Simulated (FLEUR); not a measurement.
TiC: band structure with LDA

TiC:

```xyz
2
Lattice="0.0000 2.1657 2.1657 2.1657 0.0000 2.1657 2.1657 2.1657 0.0000" Properties=species:S:1:pos:R:3 pbc="T T T"
Ti    0.0000    0.0000    0.0000
C     2.1657    2.1657    2.1657
```

The cell is a database's computed one.

- Program: FLEUR MaX-R8.1 (later development tree)
- Task: band structure
- Functional: LDA
- Potentials or basis: all-electron
- Basis: FLAPW
- Kmax: 4.56 1/bohr
- k mesh: 11 × 11 × 11
- Occupations: fermi-dirac, width 0.05 eV
- Spin: no spin polarisation
- Gmax: 14.1 1/bohr
- Muffin-tin radii: Ti 2.15, C 1.64 bohr
- lmax: Ti 9, C 8
- lnonsphr: Ti 9, C 8
- Local orbitals a species: Ti 5, C 3
- Max iterations: 60
- Mixing factor: 0.05
- Mixer: Anderson
- Mixer history: 15
- Density convergence: 1e-05 me/bohr^3

```json
{
 "Band gap along the path": "none (metal or under the smearing width)",
 "Valence electrons inside the program's atomic spheres": "Ti 9.95; C 2.81 (radii Ti 2.15, C 1.64 bohr)"
}
```

Levels at the corners of the path, in eV from the Fermi level:
```tsv
point	band 5	band 6	band 7	band 8	band 9	band 10	band 11	band 12
Γ	-12.28	0.58	0.58	0.58	1.64	1.64	1.64	1.67
X	-9.98	-3.42	-1.72	-0.06	-0.06	2.68	3.43	3.43
W	-9.37	-3.17	-3.17	-2.75	2.71	2.71	3.43	5.13
K	-9.45	-3.51	-3.36	-1.76	1.38	3.05	3.74	5.40
Γ	-12.28	0.58	0.58	0.58	1.64	1.64	1.64	1.67
L	-8.73	-5.88	-2.95	-2.95	2.83	2.83	4.02	8.12
U	-9.45	-3.51	-3.36	-1.76	1.38	3.05	3.74	5.40
W	-9.37	-3.17	-3.17	-2.75	2.71	2.71	3.43	5.13
L	-8.73	-5.88	-2.95	-2.95	2.83	2.83	4.02	8.12
K	-9.45	-3.51	-3.36	-1.76	1.38	3.05	3.74	5.40
U	-9.45	-3.51	-3.36	-1.76	1.38	3.05	3.74	5.40
X	-9.98	-3.42	-1.72	-0.06	-0.06	2.68	3.43	3.43
```

Core levels (eV from the Fermi level):
```csv
atom,levels
1 Ti,"1s1/2 -4848.8, 2s1/2 -529.3, 2p1/2 -441.6, 2p3/2 -435.8"
2 C,1s1/2 -261.9
```

Wall time 28 s on 1 thread of Arm Neoverse V2, with other jobs on the host, peak memory 0.05 GiB.
